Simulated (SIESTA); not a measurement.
The system is Ir.

```
Ir
1.0
     0.00000    1.91560    1.91560
     1.91560    0.00000    1.91560
     1.91560    1.91560    0.00000
Ir
1
Direct
  0.00000 0.00000 0.00000
```

Base run:

* Program: SIESTA 5.4.2
* Functional: PBE
* Potentials or basis: PseudoDojo 0.4 standard (PBE files)
* Basis: DZP (energy shift 0.002 Ry)
* Grid cutoff: 800 Ry
* Energy shift: 0.002 Ry
* k mesh: 12 × 12 × 12
* Occupations: fermi-dirac, width 0.05 eV
* Spin: no spin polarisation

Its results: band gap on the k mesh none (metal or under the smearing width); pressure 14.4 GPa.

Task: The run is repeated on the same cell with these changes: basis from DZP (energy shift 0.002 Ry) to TZDP (energy shift 0.002 Ry). What comes out?

Result: Band gap on the k mesh none (metal or under the smearing width); pressure 16.6 GPa.

Caveats: semicore shells carry a single zeta, which can move pressures by several GPa and volumes by a few percent; the valence orbitals were made in a potential fitted to the semicore shell under them, which widens gaps by tenths of an eV or more; the basis of atomic orbitals isn't converged, which shifts pressures, moduli and gaps; so large a pressure means that the cell lies far from this level's equilibrium, or that cutoff or potentials fall short (some runs).

Not every run made on this cell is shown here.
